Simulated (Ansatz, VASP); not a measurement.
**HfO2 in VASP and in Ansatz**

```
Hf O
1.0
     4.78123    0.00000    0.00000
     0.00000    4.78123    0.00000
     0.00000    0.00000    3.18390
Hf O
2 4
Direct
  0.50000 0.50000 0.50000
  0.00000 0.00000 0.00000
  0.80504 0.19496 0.50000
  0.69496 0.69496 0.00000
  0.30504 0.30504 0.00000
  0.19496 0.80504 0.50000
```

Change from the starting cell: volume scaled by 0.98.

Alike in both runs: task single point; functional PBE; k mesh 6 × 6 × 8; occupations fermi-dirac, width 0.05 eV; no spin polarisation.

|  | VASP | Ansatz |
| --- | --- | --- |
| version | VASP 6.6.1 | Ansatz 0.2.0 |
| potentials or method | VASP PAW PBE potentials, release 64 (Hf_pv, O), cutoff 520 eV | all-electron LAPW, scalar-relativistic |

```csv
,VASP,Ansatz,Ansatz less VASP
gap on the k mesh at the Fermi level (eV),4.06,4.11,+0.054
least direct gap on the mesh (eV),4.06,4.11,+0.054
pressure (GPa),10.8,13.9,+3.10
largest component of the traceless stress (GPa),1.22,1.74,+0.522
rms of the force components (eV/Å),0.046,0.071,+0.0247
```

Atom by atom the forces differ by 0.025 eV/Å (rms over components). Ansatz ran all-electron here, so the differences hold the error of VASP's frozen core and of both bases.

Caveats: spin-orbit coupling is left out, which moves the levels of the heavy elements. A k mesh can miss the band edges.
